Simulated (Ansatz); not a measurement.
# Calcium (dhcp) across density functionals

All rows: Ansatz, plane waves with scalar-relativistic PAW, 420 eV (500 eV for the SCAN forms), relaxed under each functional, no dispersion correction, no zero-point motion. B₀ comes from uniform scaling at fixed shape; a dash is a value not given.

```json
{"functional": "r²SCAN", "V (Å³/atom)": "43.31", "cell": "a = 3.936 Å, c = 12.912 Å (c/a = 3.280)", "B₀ (GPa)": "18", "magnetic state": "spin not included", "ΔE to fcc (meV/atom)": "7"}
{"functional": "PBEsol", "V (Å³/atom)": "40.71", "cell": "a = 3.855 Å, c = 12.656 Å (c/a = 3.283)", "B₀ (GPa)": "18", "magnetic state": "spin not included", "ΔE to fcc (meV/atom)": "4"}
{"functional": "LDA", "V (Å³/atom)": "38.23", "cell": "a = 3.774 Å, c = 12.396 Å (c/a = 3.285)", "B₀ (GPa)": "19", "magnetic state": "spin not included", "ΔE to fcc (meV/atom)": "4"}
{"functional": "revPBE", "V (Å³/atom)": "44.07", "cell": "a = 3.960 Å, c = 12.979 Å (c/a = 3.277)", "B₀ (GPa)": "16", "magnetic state": "spin not included", "ΔE to fcc (meV/atom)": "4"}
{"functional": "RPBE", "V (Å³/atom)": "44.57", "cell": "a = 3.975 Å, c = 13.026 Å (c/a = 3.277)", "B₀ (GPa)": "16", "magnetic state": "spin not included", "ΔE to fcc (meV/atom)": "4"}
{"functional": "BLYP", "V (Å³/atom)": "42.72", "cell": "a = 3.919 Å, c = 12.844 Å (c/a = 3.277)", "B₀ (GPa)": "16", "magnetic state": "spin not included", "ΔE to fcc (meV/atom)": "3"}
```

What does PBE give?

V (Å³/atom): 42.30; cell: a = 3.906 Å, c = 12.810 Å (c/a = 3.280); B₀ (GPa): 17; magnetic state: spin not included; ΔE to fcc (meV/atom): 4.
